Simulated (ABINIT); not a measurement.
# CdS (Hawleyite): one start, several treatments of the self-energy

Wanted: the gap of CdS (Hawleyite) under several approximations, with cost.

Main program and level: ABINIT 10.8.3; PBE and many-body steps on it, plane waves.

**The experiments to reproduce.**

- Gap 2.42 eV: optical gap from inflexion point of photoacoustic spectrum, as-grown film; photoacoustic spectroscopy; film (as-grown chemical bath deposited film, about 0.25 um thick, deposited at 80 C) (“Study of the band--gap shift in CdS films: Influence of thermal annealing in different atmospheres”, 1995, arxiv:cond-mat/9501125).

## 1. The starting structure

The structure is cubic, space group F-43m (No. 216). Conventional cell: a = 5.833 Å, b = 5.833 Å, c = 5.833 Å, α = 90.00°, β = 90.00°, γ = 90.00°. Nearest to Cd lie 4 S at 2.53 Å. Nearest to S lie 4 Cd at 2.53 Å. Farther neighbours and most contacts between anions are not listed.

Structure file:

```cif
data_structure
_symmetry_space_group_name_H-M 'P 1'
_symmetry_Int_Tables_number 1
_cell_length_a 4.1246
_cell_length_b 4.1246
_cell_length_c 4.1246
_cell_angle_alpha 60.000
_cell_angle_beta 60.000
_cell_angle_gamma 60.000
_cell_volume 49.62
loop_
_atom_site_label
_atom_site_type_symbol
_atom_site_fract_x
_atom_site_fract_y
_atom_site_fract_z
_atom_site_occupancy
Cd1 Cd 0.00000 0.00000 0.00000 1
S2 S 0.25000 0.25000 0.25000 1
```

The cell and positions come from the Crystallography Open Database and are kept as given unless a step says otherwise.

## 2. Empty states on the mesh, 4×4×4 mesh, 177 bands

This step: ABINIT 10.8.3; DFT, PBE, plane waves, norm-conserving pseudopotentials.

The sums over transitions need many empty states on a uniform mesh; this step solves for them.

run.abi

```
acell 3*1.0 Angstrom
rprim 
  -0.000000000000 2.916500000000 2.916500000000
  2.916500000000 -0.000000000000 2.916500000000
  2.916500000000 2.916500000000 -0.000000000000
ntypat 2
znucl 48 16
natom 2
typat 1 2
xred 
  0.000000000000 0.000000000000 0.000000000000
  0.250000000000 0.250000000000 0.250000000000
pp_dirpath "pseudos"
pseudos "Cd.upf, S.upf"
ecut 47
ngkpt 4 4 4
nshiftk 1
shiftk 0 0 0
kptopt 1
chksymbreak 0
iscf -2
irdden 1
istwfk *1
nband 177
nbdbuf 16
tolwfr 1e-09
nstep 60
prtvol 0
indata_prefix "in"
outdata_prefix "out"
tmpdata_prefix "tmp"
```

The run is started by

```bash
$ OMP_NUM_THREADS=1 mpirun -n 4 abinit run.abi > log
```

Numbers of over 12 decimals in the logs are rounded to 6 here.

Output:

```text
.Version 10.8.3 of ABINIT. v10.8.2 released Aug 2026.

 Symmetries : space group F-4 3 m (#216); Bravais cF (face-center cubic)
[... echo of the input left out ...]
== DATASET  1 ==================================================================
-   mpi_nproc: 4, omp_nthreads: 1 (-1 if OMP is not activated)

--- !DatasetInfo
iteration_state: {dtset: 1, }
dimensions: {natom: 2, nkpt: 8, mband: 177, nsppol: 1, nspinor: 1, nspden: 1, mpw: 5180, }
cutoff_energies: {ecut:  47.0, pawecutdg:  -1.0, }
[...]
4.20042    4.23201    4.24849    4.24849    4.24849    4.28148    4.28148    4.28148
   4.40084    4.40084    4.40087    4.43638    4.43656    4.46400    4.48245    4.48378
   4.49271
 prteigrs : prtvol=0 or 1, do not print more k-points.

== END DATASET(S) ==============================================================
================================================================================

 -outvars: echo values of variables after computation  --------
            nband         177
             nkpt           8
          spgroup         216
 [... the other variables as echoed above ...]

 Calculation completed.
```

Run time: 77 s. Hardware: 4 MPI ranks of Arm Neoverse V2, shared host; peak memory 0.43 GiB; 5.2 min of CPU time.

Numbers from this step:

```yaml
gap: 1.145 eV
k_of_the_valence_top: 0, 0, 0
k_of_the_conduction_bottom: 0, 0, 0
least_direct_gap: 1.145 eV
k_points_computed: 8
lowest_point_of_the_top_converged_band_above_the_valence_top: 109.9332 eV
```

On this mesh the gap is 1.145 eV.

The density comes from a self-consistent run that is not shown.

## 3. Screening, 4×4×4 mesh, 161 bands, screening to 190.5 eV

The RPA dielectric matrix is built and inverted for each q.

This step: RPA screening on PBE, plane waves, norm-conserving pseudopotentials.

run.abi: that of step 2 with these lines changed.

```diff
@@ -20,10 +20,11 @@
 chksymbreak 0
-iscf -2
-irdden 1
 istwfk *1
-nband 177
-nbdbuf 16
-tolwfr 1e-09
-nstep 60
-prtvol 0
+occopt 1
+irdwfk 1
+optdriver 3
+nband 161
+ecuteps 7
+inclvkb 2
+awtr 1
+symchi 1
 indata_prefix "in"
```

Output:

```text
.Version 10.8.3 of ABINIT. v10.8.2 released Aug 2026.

 Symmetries : space group F-4 3 m (#216); Bravais cF (face-center cubic)
[... echo of the input left out ...]
== DATASET  1 ==================================================================
-   mpi_nproc: 4, omp_nthreads: 1 (-1 if OMP is not activated)

--- !DatasetInfo
iteration_state: {dtset: 1, }
dimensions: {natom: 2, nkpt: 8, mband: 161, nsppol: 1, nspinor: 1, nspden: 1, mpw: 5180, }
cutoff_energies: {ecut:  47.0, pawecutdg:  -1.0, }
electrons: {nelect:   2.60000000E+01, charge:   0.00000000E+00, occopt:   1.00000000E+00, tsmear:   1.00000000E-02, }

 SCREENING: Calculation of the susceptibility and dielectric matrices

 Based on a program developped by R.W. Godby, V. Olevano, G. Onida, and L. Reining.
 Incorporated in ABINIT by V. Olevano, G.-M. Rignanese, and M. Torrent.
.Using double precision arithmetic ; gwpc =  8

[... cell and pseudopotentials left out ...]
--------------------------------------------------------------------------------

 ==== K-mesh for the wavefunctions ====
 Number of points in the irreducible wedge :     8
[... list of points left out ...]
 Together with 24 symmetry operations and time-reversal symmetry
 yields    64 points in the full Brillouin Zone.

 ==== Q-mesh for the screening function ====
 Number of points in the irreducible wedge :     8
[... list of points left out ...]
 Together with 24 symmetry operations and time-reversal symmetry
 yields    64 points in the full Brillouin Zone.

 setmesh: FFT mesh size selected  =    36x   36x   36
          total number of points  =        46656

 vcoul_init : cutoff-mode = AUXILIARY_FUNCTION
 q-points for optical limit:   1
     1)      0.000010    0.000020    0.000030

- screening: taking advantage of time-reversal symmetry
- Maximum band index for partially occupied states nbvw = 13
- Remaining bands to be divided among processors   nbcw = 148
- Number of bands treated by each node ~37

 Number of electrons calculated from density =   26.0000; Expected =   26.0000
 average of density, n =  0.077653
 r_s =    1.4541
 omega_plasma =   26.8804 [eV]

 calculating chi0 at frequencies [eV] :
  1    0.000000E+00    0.000000E+00
  2    0.000000E+00    2.688042E+01

--------------------------------------------------------------------------------
  q-point number  1        q = ( 0.000000, 0.000000, 0.000000) [r.l.u.]
--------------------------------------------------------------------------------
[... chi0 elements left out ...]
 For q-point:  0.000010 0.000020 0.000030
  dielectric constant =  11.0699
  dielectric constant without local fields =  11.7800

  Average fulfillment of the sum rule on Im[epsilon] for q-point    1 :     74.73  [%]
[... wings left out ...]
  q-point number  2        q = ( 0.250000, 0.000000, 0.000000) [r.l.u.]
--------------------------------------------------------------------------------
[... chi0 elements left out ...]
  Average fulfillment of the sum rule on Im[epsilon] for q-point    2 :     84.05  [%]

 [... 6 further q-points ...]
```

Elapsed: 85 s, on 4 MPI ranks; peak memory 1.7 GiB.

Numbers from this step:

```
ε∞ with local fields, on this mesh, along the program's q direction : 11.07
the same without local fields                                       : 11.78
plasma frequency                                                    : 26.88 eV
plane waves in the screening matrix                                 : 307
```

Local fields lower ε∞ by 6 %. On a Γ-centred mesh this coarse the value itself is usually too large, while a short band sum pulls it down.

## 4. G0W0, Godby-Needs plasmon pole

The self-energy is evaluated for the states that the input lists, and the levels follow from it, in one-shot runs by the linearised quasiparticle equation.

This step: G0W0 on PBE, plane waves, norm-conserving pseudopotentials.

run.abi: that of step 3 with these lines changed.

```diff
@@ -23,8 +23,15 @@
 irdwfk 1
-optdriver 3
+optdriver 4
 nband 161
+gwcalctyp 0
+ecutsigx 47
+symsigma 1
+nkptgw 1
+kptgw 
+  0.0000000000 0.0000000000 0.0000000000
+bdgw 
+  11 17
 ecuteps 7
-inclvkb 2
-awtr 1
-symchi 1
+irdscr 1
+ppmodel 1
 indata_prefix "in"
```

Output:

```text
.Version 10.8.3 of ABINIT. v10.8.2 released Aug 2026.

 Symmetries : space group F-4 3 m (#216); Bravais cF (face-center cubic)
[... echo of the input left out ...]
== DATASET  1 ==================================================================
-   mpi_nproc: 4, omp_nthreads: 1 (-1 if OMP is not activated)

--- !DatasetInfo
iteration_state: {dtset: 1, }
dimensions: {natom: 2, nkpt: 8, mband: 161, nsppol: 1, nspinor: 1, nspden: 1, mpw: 5180, }
cutoff_energies: {ecut:  47.0, pawecutdg:  -1.0, }
electrons: {nelect:   2.60000000E+01, charge:   0.00000000E+00, occopt:   1.00000000E+00, tsmear:   1.00000000E-02, }

 SIGMA: Calculation of the GW corrections

 Based on a program developped by R.W. Godby, V. Olevano, G. Onida, and L. Reining.
 Incorporated in ABINIT by V. Olevano, G.-M. Rignanese, and M. Torrent.
.Using double precision arithmetic ; gwpc =  8

[... cell and pseudopotentials left out ...]
--------------------------------------------------------------------------------

 ==== K-mesh for the wavefunctions ====
 Number of points in the irreducible wedge :     8
[... list of points left out ...]
 Together with 24 symmetry operations and time-reversal symmetry
 yields    64 points in the full Brillouin Zone.

 ==== Q-mesh for screening function ====
 Number of points in the irreducible wedge :     8
[... list of points left out ...]
 Together with 24 symmetry operations and time-reversal symmetry
 yields    64 points in the full Brillouin Zone.

 vcoul_init : cutoff-mode = AUXILIARY_FUNCTION
 q-points for optical limit:   1
     1)      0.000010    0.000020    0.000030
 setmesh: FFT mesh size selected  =    50x   50x   50
          total number of points  =       125000

 Number of electrons calculated from density =   26.0000; Expected =   26.0000
 average of density, n =  0.077653
 r_s =    1.4541
 omega_plasma =   26.8804 [eV]

 === KS Band Gaps ===
  >>>> For spin  1
   Minimum direct gap =   1.1447 [eV], located at k-point      :   0.0000  0.0000  0.0000
   Fundamental gap    =   1.1447 [eV], Top of valence bands at :   0.0000  0.0000  0.0000
                                       Bottom of conduction at :   0.0000  0.0000  0.0000
 SIGMA fundamental parameters:
 PLASMON POLE MODEL  1
 number of plane-waves for SigmaX                 5065
 number of plane-waves for SigmaC and W            307
 number of plane-waves for wavefunctions          5065
 number of bands                                   161
 number of independent spin polarizations            1
 number of spinorial components                      1
 number of k-points in IBZ                           8
 number of q-points in IBZ                           8
 number of symmetry operations                      24
 number of k-points in BZ                           64
 number of q-points in BZ                           64
 number of frequencies for dSigma/dE                 9
 frequency step for dSigma/dE [eV]                0.25
 number of omega for Sigma on real axis              0
 max omega for Sigma on real axis  [eV]           0.00
 zcut for avoiding poles [eV]                     0.10

 EPSILON^-1 parameters (SCR file):
 dimension of the eps^-1 matrix on file            307
 dimension of the eps^-1 matrix used               307
 number of plane-waves for wavefunctions          5065
 number of bands                                   161
 number of q-points in IBZ                           8
 number of frequencies                               2
 number of real frequencies                          1
 number of imag frequencies                          1

 matrix elements of self-energy operator (all in [eV])

 Perturbative Calculation

--- !SelfEnergy_ee
iteration_state: {dtset: 1, }
kpoint     : [   0.000,    0.000,    0.000, ]
spin       : 1
KS_gap     :    1.145
QP_gap     :    2.109
Delta_QP_KS:    0.964
data: !SigmaeeData |
     Band     E0 <VxcDFT>   SigX SigC(E0)      Z dSigC/dE  Sig(E)    E-E0       E
       11   4.366 -15.389 -18.420   1.949   0.781  -0.281 -16.234  -0.844   3.522
       12   4.366 -15.389 -18.420   1.949   0.781  -0.281 -16.234  -0.844   3.522
       13   4.366 -15.389 -18.420   1.949   0.781  -0.281 -16.234  -0.844   3.522
       14   5.511 -10.636  -6.668  -3.820   0.812  -0.231 -10.516   0.120   5.631
       15  10.897 -10.642  -5.801  -4.386   0.810  -0.234 -10.273   0.369  11.266
       16  10.897 -10.642  -5.801  -4.386   0.810  -0.234 -10.273   0.369  11.266
       17  10.897 -10.642  -5.801  -4.386   0.810  -0.234 -10.273   0.369  11.266

== END DATASET(S) ==============================================================
================================================================================

 -outvars: echo values of variables after computation  --------
           etotal      0.0000000000E+00
            nband         161
             nkpt           8
          spgroup         216
 [... the other variables as echoed above ...]

 Calculation completed.
```

The job ended after 12 s (4 MPI ranks; peak memory 1.4 GiB; 47 s of CPU time).

This step gave:

```
G0W0 gap on the points computed              : 2.109 eV
starting gap on the mesh                     : 1.145 eV
k of the valence top                         : 0, 0, 0
k of the conduction bottom                   : 0, 0, 0
Z at the valence top                         : 0.781
Z at the conduction bottom                   : 0.812
least direct G0W0 gap on the computed points : 2.109 eV
```

The gap on the mesh goes from 1.14 eV to 2.11 eV, a correction of +0.96 eV.

## 5. G0W0, Hybertsen-Louie plasmon pole

run.abi: that of step 4 with these lines changed.

```diff
@@ -35,3 +35,3 @@
 irdscr 1
-ppmodel 1
+ppmodel 2
 indata_prefix "in"
```

Output:

```text
.Version 10.8.3 of ABINIT. v10.8.2 released Aug 2026.

 Symmetries : space group F-4 3 m (#216); Bravais cF (face-center cubic)
[... echo of the input left out ...]
== DATASET  1 ==================================================================
-   mpi_nproc: 4, omp_nthreads: 1 (-1 if OMP is not activated)

--- !DatasetInfo
iteration_state: {dtset: 1, }
dimensions: {natom: 2, nkpt: 8, mband: 161, nsppol: 1, nspinor: 1, nspden: 1, mpw: 5180, }
cutoff_energies: {ecut:  47.0, pawecutdg:  -1.0, }
electrons: {nelect:   2.60000000E+01, charge:   0.00000000E+00, occopt:   1.00000000E+00, tsmear:   1.00000000E-02, }

 SIGMA: Calculation of the GW corrections

 Based on a program developped by R.W. Godby, V. Olevano, G. Onida, and L. Reining.
 Incorporated in ABINIT by V. Olevano, G.-M. Rignanese, and M. Torrent.
.Using double precision arithmetic ; gwpc =  8

[... cell and pseudopotentials left out ...]
--------------------------------------------------------------------------------

 ==== K-mesh for the wavefunctions ====
 Number of points in the irreducible wedge :     8
[... list of points left out ...]
 Together with 24 symmetry operations and time-reversal symmetry
 yields    64 points in the full Brillouin Zone.

 ==== Q-mesh for screening function ====
 Number of points in the irreducible wedge :     8
[... list of points left out ...]
 Together with 24 symmetry operations and time-reversal symmetry
 yields    64 points in the full Brillouin Zone.

 vcoul_init : cutoff-mode = AUXILIARY_FUNCTION
 q-points for optical limit:   1
     1)      0.000010    0.000020    0.000030
 setmesh: FFT mesh size selected  =    50x   50x   50
          total number of points  =       125000

 Number of electrons calculated from density =   26.0000; Expected =   26.0000
[...]
number of q-points in BZ                           64
 number of frequencies for dSigma/dE                 9
 frequency step for dSigma/dE [eV]                0.25
 number of omega for Sigma on real axis              0
 max omega for Sigma on real axis  [eV]           0.00
 zcut for avoiding poles [eV]                     0.10

 EPSILON^-1 parameters (SCR file):
 dimension of the eps^-1 matrix on file            307
 dimension of the eps^-1 matrix used               307
 number of plane-waves for wavefunctions          5065
 number of bands                                   161
 number of q-points in IBZ                           8
 number of frequencies                               2
 number of real frequencies                          1
 number of imag frequencies                          1

 matrix elements of self-energy operator (all in [eV])

 Perturbative Calculation

--- !SelfEnergy_ee
iteration_state: {dtset: 1, }
kpoint     : [   0.000,    0.000,    0.000, ]
spin       : 1
KS_gap     :    1.145
QP_gap     :    2.294
Delta_QP_KS:    1.150
data: !SigmaeeData |
     Band     E0 <VxcDFT>   SigX SigC(E0)      Z dSigC/dE  Sig(E)    E-E0       E
       11   4.366 -15.389 -18.420   1.374   0.848  -0.179 -16.794  -1.405   2.961
       12   4.366 -15.389 -18.420   1.374   0.848  -0.179 -16.794  -1.405   2.961
       13   4.366 -15.389 -18.420   1.374   0.848  -0.179 -16.794  -1.405   2.961
       14   5.511 -10.636  -6.668  -4.264   0.864  -0.158 -10.892  -0.255   5.256
       15  10.897 -10.642  -5.801  -4.762   0.863  -0.159 -10.574   0.068  10.966
       16  10.897 -10.642  -5.801  -4.762   0.863  -0.159 -10.574   0.068  10.966
       17  10.897 -10.642  -5.801  -4.762   0.863  -0.159 -10.574   0.068  10.966

== END DATASET(S) ==============================================================
================================================================================

 -outvars: echo values of variables after computation  --------
           etotal      0.0000000000E+00
            nband         161
             nkpt           8
          spgroup         216
 [... the other variables as echoed above ...]

 Calculation completed.
```

The job ended after 12 s (4 MPI ranks; peak memory 1.3 GiB).

Numbers from this step:

```
G0W0 gap on the points computed              : 2.295 eV
starting gap on the mesh                     : 1.145 eV
k of the valence top                         : 0, 0, 0
k of the conduction bottom                   : 0, 0, 0
Z at the valence top                         : 0.848
Z at the conduction bottom                   : 0.864
least direct G0W0 gap on the computed points : 2.295 eV
```

Against G0W0 in ABINIT (4×4×4 mesh, 161 bands, screening to 190.5 eV, Godby-Needs plasmon pole), the gap moves by +0.186 eV.

## 6. G0W0, von der Linden-Horsch plasmon pole

run.abi: that of step 5 with these lines changed.

```diff
@@ -35,3 +35,3 @@
 irdscr 1
-ppmodel 2
+ppmodel 3
 indata_prefix "in"
```

Output:

```text
.Version 10.8.3 of ABINIT. v10.8.2 released Aug 2026.

 Symmetries : space group F-4 3 m (#216); Bravais cF (face-center cubic)
[... echo of the input left out ...]
== DATASET  1 ==================================================================
-   mpi_nproc: 4, omp_nthreads: 1 (-1 if OMP is not activated)

--- !DatasetInfo
iteration_state: {dtset: 1, }
dimensions: {natom: 2, nkpt: 8, mband: 161, nsppol: 1, nspinor: 1, nspden: 1, mpw: 5180, }
cutoff_energies: {ecut:  47.0, pawecutdg:  -1.0, }
[...]
15  10.897 -10.642  -5.801  -4.891   0.877  -0.141 -10.686  -0.043  10.854
       16  10.897 -10.642  -5.801  -4.891   0.877  -0.141 -10.686  -0.043  10.854
       17  10.897 -10.642  -5.801  -4.891   0.877  -0.141 -10.686  -0.043  10.854

== END DATASET(S) ==============================================================
================================================================================

 -outvars: echo values of variables after computation  --------
           etotal      0.0000000000E+00
            nband         161
             nkpt           8
          spgroup         216
 [... the other variables as echoed above ...]

 Calculation completed.
```

Run time: 7.2 s. Hardware: 4 MPI ranks; peak memory 1.3 GiB.

Numbers from this step:

| Item | Value |
| --- | --- |
| G0W0 gap on the points computed | 2.102 eV |
| starting gap on the mesh | 1.145 eV |
| k of the valence top | 0, 0, 0 |
| k of the conduction bottom | 0, 0, 0 |
| least direct G0W0 gap on the computed points | 2.102 eV |

Against G0W0 in ABINIT (4×4×4 mesh, 161 bands, screening to 190.5 eV, Godby-Needs plasmon pole), the gap moves by −0.007 eV.

[end of part 1 of 2]

[Paths, hosts, dates, memory and timing lines, banners, echoed tables and standing remarks are left out of the program output.]

[Logs are printed without paths, hosts, clocks, repeated set-up lines and the standing remarks that a program may print on its own settings, such as how far it seeks lower states.]

[Runs of the session that timed out or met a known fault of the program may be left out.]

[Hosts, paths, dates, database ids (printed as entryN), source tags and the programs' standing remarks are cut or masked in the printed files.]

[G0W0 gaps are taken among the corrected bands and points alone; a level outside them can change the order at an edge.]

[Where Ansatz stands beside ABINIT at settings called matched, ABINIT's density can come from a denser mesh and the files from another edition; pairs whose starting gaps differed by over 0.03 eV were left out, so agreement reads better than it is.]
